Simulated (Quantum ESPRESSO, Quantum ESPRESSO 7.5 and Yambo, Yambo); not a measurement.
# BP (F-43m): a self-consistent loop beyond G0W0, cycle by cycle

How far does self-consistency move the gap of BP (F-43m)?

Method: PBE and many-body steps on it, plane waves, in Quantum ESPRESSO 7.5 and Yambo 5.3.0.

Most raw output is cut from this account.

### Step 1. Starting point

Symmetry: F-43m, No. 216, cubic system. The conventional cell has a = 4.538 Å, b = 4.538 Å, c = 4.538 Å, α = 90.00°, β = 90.00°, γ = 90.00°. Nearest to B lie 4 P at 1.97 Å. Nearest to P lie 4 B at 1.97 Å. Farther neighbours are not listed.

The cell and positions come from the Crystallography Open Database and are kept as given unless a step says otherwise.

### Step 2. Empty states on the mesh, 4×4×4 mesh, 101 bands

This step: Quantum ESPRESSO 7.5; DFT, PBE, plane waves, norm-conserving pseudopotentials.

The sums over transitions need many empty states on a uniform mesh; this step solves for them.

pw.in

```
&control
  calculation = 'nscf'
  prefix = 'x'
  outdir = 'o'
  pseudo_dir = 'pseudo'
/
&system
  ibrav = 0
  nat = 2
  ntyp = 2
  ecutwfc = 68.0
  nbnd = 101
  force_symmorphic = .true.
/
&electrons
  conv_thr = 1e-9
  electron_maxstep = 80
  diago_full_acc = .true.
  diago_thr_init = 5e-6
/
ATOMIC_SPECIES
  B 10.81 B.upf
  P 30.974 P.upf
CELL_PARAMETERS angstrom
  0.0000000000 2.2690000000 2.2690000000
  2.2690000000 0.0000000000 2.2690000000
  2.2690000000 2.2690000000 0.0000000000
ATOMIC_POSITIONS crystal
  B 0.0000000000 0.0000000000 0.0000000000
  P 0.2500000000 0.2500000000 0.2500000000
K_POINTS automatic
  4 4 4 0 0 0
```

Started as:

```sh
$ OMP_NUM_THREADS=1 mpirun -n 4 pw.x -nk 4 -in pw.in > pw.out
```

It took 2.7 s on 4 MPI ranks of Arm Neoverse V1, shared host; peak memory 0.23 GiB; 11 s of CPU time.

Numbers from this step:

```
gap                                                           : 1.347 eV
k of the valence top                                          : 0, 0, 0
k of the conduction bottom                                    : 0, -0.5, -0.5
least direct gap                                              : 3.407 eV
k points computed                                             : 8
lowest point of the top converged band, above the valence top : 131.7203 eV
```

On this mesh the gap is 1.347 eV.

The density comes from a self-consistent run that is not shown.

### Step 3. Conversion and set-up

This step: Yambo 5.3.0; conversion and set-up on PBE, plane waves, norm-conserving pseudopotentials.

The states are converted to the many-body program's format and the q mesh is built.

Started as:

```sh
$ (cd o/x.save; p2y > p2y.log; mv SAVE ../..); yambo > setup.log
```

It took 2 s on 1 MPI rank; peak memory 0.23 GiB.

### Step 4. G0W0

G0W0 replaces the xc potential by the self-energy, built once from these orbitals. Only a window of levels is corrected, while the sums run over the empty bands that the input names.

This step: G0W0 on PBE, plane waves, norm-conserving pseudopotentials.

gw1.in

```
HF_and_locXC
gw0
dyson
ppa
em1d
rim_cut
RandQpts= 1000000
RandGvec= 1 RL
EXXRLvcs= 68 Ry
VXCRLvcs= 272 Ry
Chimod= "HARTREE"
% BndsRnXp
 1 | 101 |
%
NGsBlkXp= 15.5 Ry
% LongDrXp
 1 | 1 | 1 |
%
% GbndRnge
 1 | 101 |
%
DysSolver= "n"
ExtendOut
PPAPntXp= 27.21138 eV
% QPkrange
 1 | 8 | 1 | 8 |
%
```

Started as:

```sh
$ OMP_NUM_THREADS=1 mpirun -n 4 yambo -F gw1.in -J gw1 -C gw1 > gw1.log
```

Wall time 2.3 min (4 MPI ranks); peak memory 1.2 GiB; 9.2 min of CPU time.

Numbers from this step:

```
G0W0 gap on the mesh                         : 2.046 eV
starting gap on the mesh                     : 1.347 eV
k of the valence top                         : 0, 0, 0
k of the conduction bottom                   : 0, -0.5, -0.5
least direct G0W0 gap on the computed points : 4.275 eV
Z at the valence top                         : 0.7971
Z at the conduction bottom                   : 0.8098
```

The gap on the mesh goes from 1.35 eV to 2.05 eV, a correction of +0.70 eV.

### Step 5. evGW0, cycle 1

This step: evGW0 on PBE, plane waves, norm-conserving pseudopotentials.

gw2.in, as its differences from gw1.in of step 4:

```diff
@@ -27 +27,2 @@
 %
+GfnQPdb= "E < ./gw1/ndb.QP"
```

Started as:

```sh
$ OMP_NUM_THREADS=1 mpirun -n 4 yambo -F gw2.in -J gw2,gw1_W -C gw2 > gw2.log
```

Wall time 2.2 min (4 MPI ranks); peak memory 1.1 GiB; 8.6 min of CPU time.

Numbers from this step:

```
quasiparticle gap on the mesh                         : 2.119 eV
gap of the density functional on the mesh             : 1.347 eV
k of the valence top                                  : 0, 0, 0
k of the conduction bottom                            : 0, -0.5, -0.5
least direct quasiparticle gap on the computed points : 4.373 eV
Z at the valence top                                  : 0.8004
Z at the conduction bottom                            : 0.8175
```

Against G0W0 in Yambo (4×4×4 mesh, 101 bands, screening to 210.9 eV, Godby-Needs plasmon pole), the gap moves by +0.073 eV.

The program's own table gives 2.246 eV, which is too large where the input levels are shifted: this version takes Σc at the unshifted level E₀, yet steps from the shifted one. The value above is the Newton step from E₀, E₀ + Z(Σc + Σx − Vxc), rebuilt from the printed columns.

### Step 6. evGW0, cycle 2

The corrected levels of the last cycle go back in.

gw3.in, as its differences from gw2.in of step 5:

```diff
@@ -27,2 +27,2 @@
 %
-GfnQPdb= "E < ./gw1/ndb.QP"
+GfnQPdb= "E < ./gw2_fix/ndb.QP"
```

Started as:

```sh
$ OMP_NUM_THREADS=1 mpirun -n 4 yambo -F gw3.in -J gw3,gw1_W -C gw3 > gw3.log
```

The job ended after 2.2 min (4 MPI ranks; peak memory 1.1 GiB).

Numbers from this step:

* quasiparticle gap on the mesh: 2.126 eV
* gap of the density functional on the mesh: 1.347 eV
* k of the valence top: 0, 0, 0
* k of the conduction bottom: 0, -0.5, -0.5
* least direct quasiparticle gap on the computed points: 4.385 eV

Against the cycle before, the gap moves by +0.007 eV.

The program's own table gives 2.266 eV, which is too large where the input levels are shifted: this version takes Σc at the unshifted level E₀, yet steps from the shifted one. The value above is the Newton step from E₀, E₀ + Z(Σc + Σx − Vxc), rebuilt from the printed columns.

### Step 7. evGW, cycle 1

This step: evGW on PBE, plane waves, norm-conserving pseudopotentials.

gw4.in, as its differences from gw3.in of step 6:

```diff
@@ -27,2 +27,3 @@
 %
-GfnQPdb= "E < ./gw2_fix/ndb.QP"
+GfnQPdb= "E < ./gw1/ndb.QP"
+XfnQPdb= "E < ./gw1/ndb.QP"
```

Started as:

```sh
$ OMP_NUM_THREADS=1 mpirun -n 4 yambo -F gw4.in -J gw4 -C gw4 > gw4.log
```

Elapsed: 2.3 min, on 4 MPI ranks; peak memory 1.2 GiB; 9.2 min of CPU time.

This step gave:

```yaml
quasiparticle_gap_on_the_mesh: 2.204 eV
gap_of_the_density_functional_on_the_mesh: 1.347 eV
k_of_the_valence_top: 0, 0, 0
k_of_the_conduction_bottom: 0, -0.5, -0.5
least_direct_quasiparticle_gap_on_the_computed_points: 4.469 eV
```

Against G0W0 in Yambo (4×4×4 mesh, 101 bands, screening to 210.9 eV, Godby-Needs plasmon pole), the gap moves by +0.159 eV.

The program's own table gives 2.325 eV, which is too large where the input levels are shifted: this version takes Σc at the unshifted level E₀, yet steps from the shifted one. The value above is the Newton step from E₀, E₀ + Z(Σc + Σx − Vxc), rebuilt from the printed columns.

### Step 8. evGW, cycle 2

gw5.in, as its differences from gw4.in of step 7:

```diff
@@ -27,3 +27,3 @@
 %
-GfnQPdb= "E < ./gw1/ndb.QP"
-XfnQPdb= "E < ./gw1/ndb.QP"
+GfnQPdb= "E < ./gw4_fix/ndb.QP"
+XfnQPdb= "E < ./gw4_fix/ndb.QP"
```

Started as:

```sh
$ OMP_NUM_THREADS=1 mpirun -n 4 yambo -F gw5.in -J gw5 -C gw5 > gw5.log
```

It took 2.3 min on 4 MPI ranks; peak memory 1.2 GiB; 9.3 min of CPU time.

This step gave:

```
quasiparticle gap on the mesh                         : 2.243 eV
gap of the density functional on the mesh             : 1.347 eV
k of the valence top                                  : 0, 0, 0
k of the conduction bottom                            : 0, -0.5, -0.5
least direct quasiparticle gap on the computed points : 4.519 eV
```

Against the cycle before, the gap moves by +0.039 eV.

The program's own table gives 2.388 eV, which is too large where the input levels are shifted: this version takes Σc at the unshifted level E₀, yet steps from the shifted one. The value above is the Newton step from E₀, E₀ + Z(Σc + Σx − Vxc), rebuilt from the printed columns.

### Step 9. evGW, cycle 3

gw6.in, as its differences from gw5.in of step 8:

```diff
@@ -27,3 +27,3 @@
 %
-GfnQPdb= "E < ./gw4_fix/ndb.QP"
-XfnQPdb= "E < ./gw4_fix/ndb.QP"
+GfnQPdb= "E < ./gw5_fix/ndb.QP"
+XfnQPdb= "E < ./gw5_fix/ndb.QP"
```

Started as:

```sh
$ OMP_NUM_THREADS=1 mpirun -n 4 yambo -F gw6.in -J gw6 -C gw6 > gw6.log
```

The job ended after 2.4 min (4 MPI ranks; peak memory 1.2 GiB; 9.3 min of CPU time).

Numbers from this step:

```
quasiparticle gap on the mesh                         : 2.254 eV
gap of the density functional on the mesh             : 1.347 eV
k of the valence top                                  : 0, 0, 0
k of the conduction bottom                            : 0, -0.5, -0.5
least direct quasiparticle gap on the computed points : 4.533 eV
```

Against the cycle before, the gap moves by +0.011 eV.

The program's own table gives 2.404 eV, which is too large where the input levels are shifted: this version takes Σc at the unshifted level E₀, yet steps from the shifted one. The value above is the Newton step from E₀, E₀ + Z(Σc + Σx − Vxc), rebuilt from the printed columns.

### Step 10. evGW, cycle 4

gw7.in, as its differences from gw6.in of step 9:

```diff
@@ -27,3 +27,3 @@
 %
-GfnQPdb= "E < ./gw5_fix/ndb.QP"
-XfnQPdb= "E < ./gw5_fix/ndb.QP"
+GfnQPdb= "E < ./gw6_fix/ndb.QP"
+XfnQPdb= "E < ./gw6_fix/ndb.QP"
```

Started as:

```sh
$ OMP_NUM_THREADS=1 mpirun -n 4 yambo -F gw7.in -J gw7 -C gw7 > gw7.log
```

Run time: 2.3 min. Hardware: 4 MPI ranks; peak memory 1.2 GiB.

This step gave:

| Property | Result |
| --- | --- |
| quasiparticle gap on the mesh | 2.257 eV |
| gap of the density functional on the mesh | 1.347 eV |
| k of the valence top | 0, 0, 0 |
| k of the conduction bottom | 0, -0.5, -0.5 |
| least direct quasiparticle gap on the computed points | 4.538 eV |

Against the cycle before, the gap moves by +0.003 eV.

The program's own table gives 2.409 eV, which is too large where the input levels are shifted: this version takes Σc at the unshifted level E₀, yet steps from the shifted one. The value above is the Newton step from E₀, E₀ + Z(Σc + Σx − Vxc), rebuilt from the printed columns.

### Step 11. Side by side

Times are wall times on 4 MPI ranks of Arm Neoverse V1, shared host, good to a factor of about two.

| run | mesh | bands | screening cutoff (eV) | DFT gap (eV) | gap on the mesh (eV) | direct (eV) | time |
| --- | --- | --- | --- | --- | --- | --- | --- |
| G0W0 | 4×4×4 | 101 | 210.9 | 1.347 | 2.046 | 4.275 | 2.3 min |
| evGW0, cycle 1 | 4×4×4 | 101 | 210.9 | 1.347 | 2.119 | 4.373 | 2.2 min |
| evGW0, cycle 2 | 4×4×4 | 101 | 210.9 | 1.347 | 2.126 | 4.385 | 2.2 min |
| evGW, cycle 1 | 4×4×4 | 101 | 210.9 | 1.347 | 2.204 | 4.469 | 2.3 min |
| evGW, cycle 2 | 4×4×4 | 101 | 210.9 | 1.347 | 2.243 | 4.519 | 2.3 min |
| evGW, cycle 3 | 4×4×4 | 101 | 210.9 | 1.347 | 2.254 | 4.533 | 2.4 min |
| evGW, cycle 4 | 4×4×4 | 101 | 210.9 | 1.347 | 2.257 | 4.538 | 2.3 min |

### Step 12. Outcome

```json
{
  "G0W0": "2.046 eV",
  "evGW0, cycle 1": "2.119 eV",
  "evGW0, cycle 2": "2.126 eV",
  "evGW, cycle 1": "2.204 eV",
  "evGW, cycle 2": "2.243 eV",
  "evGW, cycle 3": "2.254 eV",
  "evGW, cycle 4": "2.257 eV",
  "known limits": "not at the basis limit; coarse k mesh"
}
```

**Reading.** evGW0 ends at 2.13 eV, +0.08 eV from G0W0, after 2 cycles that took 4.3 min beside the first screening; the last moved the gap by 0.007 eV. evGW ends at 2.26 eV, +0.21 eV from G0W0, after 4 cycles that took 9.4 min beside the first screening; the last moved the gap by 0.003 eV. Bands and cutoff are finite, so the gap is not at the basis limit. The miss can reach some tenths of an eV and take either sign; the mesh is an error of its own. A denser mesh or path gives a starting gap of 1.26 eV: the GW mesh misses a band edge, so its gaps are not the fundamental one. The 4×4×4 mesh is coarse for this cell, which bears on the long-range parts of exchange and screening.

[Paths, hosts, dates, memory and timing lines, banners, echoed tables and standing remarks are left out of the program output.]

[Logs are printed without paths, hosts, clocks, repeated set-up lines and the standing remarks that a program may print on its own settings, such as how far it seeks lower states.]

[Runs of the session that timed out or met a known fault of the program may be left out.]

[Hosts, paths, dates, database ids (printed as entryN), source tags and the programs' standing remarks are cut or masked in the printed files.]
